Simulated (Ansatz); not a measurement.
Te:

```
CELL_PARAMETERS angstrom
4.45400 0.00000 0.00000
-2.22700 3.85728 0.00000
0.00000 0.00000 5.92400
ATOMIC_POSITIONS crystal
Te 0.73100 0.73100 0.00000
Te 0.00000 0.26900 0.66667
Te 0.26900 0.00000 0.33333
```

* Program: Ansatz 0.2.0
* Task: relaxation of cell and atoms
* Functional: PBEsol
* Potentials or basis: Ansatz PAW
* Cutoff: 420 eV (not typed: the program's choice for these potentials)
* k mesh: 7 × 7 × 5
* Occupations: fermi-dirac, width 0.05 eV
* Spin: no spin polarisation

At the start: volume 33.93 Å³/atom.

Q: How do energy, volume and symmetry change on relaxing?

A: It ends after 6 steps and the volume is 32.09 Å³/atom (-5.4 %); space group P3_121 (No. 152, to 0.05 Å).

Step by step:
| step | energy change (eV) | largest force (eV/Å) | volume (Å³) |
| --- | --- | --- | --- |
| 1 | 0.0000 | 0.1034 | 101.78 |
| 2 | -0.0219 | 0.1299 | 97.33 |
| 3 | -0.0300 | 0.0055 | 96.39 |
| 4 | -0.0310 | 0.0045 | 96.31 |
| 5 | -0.0310 | 0.0012 | 96.27 |
| 6 | -0.0301 | 0.0012 | 96.27 |

Final structure:
```
Te
1.0
     4.32309    0.00000    0.00000
    -2.16154    3.74391    0.00000
     0.00000    0.00000    5.94771
Te
3
Cartesian
  1.5484 2.6820 0.0000
  -0.6131 1.0619 3.9651
  1.2262 0.0000 1.9826
```

Caveat: the plane-wave basis is chosen anew once the cell has moved, so the energies of steps on either side of that aren't comparable; the PAW data sets come from PBE, with cores solved anew for the run's functional, which leaves a small shift of forces and pressure.
